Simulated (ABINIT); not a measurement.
ZrN, 2 atoms in the cell. Symmetry: Fm-3m, No. 225, cubic system. The conventional cell has a = 4.600 Å, b = 4.600 Å, c = 4.600 Å, α = 90.00°, β = 90.00°, γ = 90.00°. Around Zr (site symmetry m-3m) lie 6 N at 2.30 Å. Around N (site symmetry m-3m) lie 6 Zr at 2.30 Å. 

* Program: ABINIT 10.8.3 (patched build)
* Task: band structure
* Functional: SOGGA
* Potentials or basis: JTH PAW PBE v2.0
* Cutoff: 707 eV
* k mesh: 10 × 10 × 10
* Occupations: fermi-dirac, width 0.05 eV
* Spin: no spin polarisation
* Fine-grid cutoff: 1306.15 eV
* Exchange and correlation inside the PAW spheres: full angular mesh (pawxcdev 0, this build's default; the released program takes 1)

Potentials or basis: JTH PAW PBE v2.0.

The run is started by

```bash
$ abinit run.abi > log 2>&1
```

Hardware: 1 thread of Arm Neoverse V1, on a shared host.

Task: How long does it take, and how much memory?

Result: Wall time 72 s on 1 thread of Arm Neoverse V1, on a shared host, peak memory 0.14 GiB. Counts: scf iterations 12, mpi ranks 1, k points 47, bands 13, plane waves 1055.
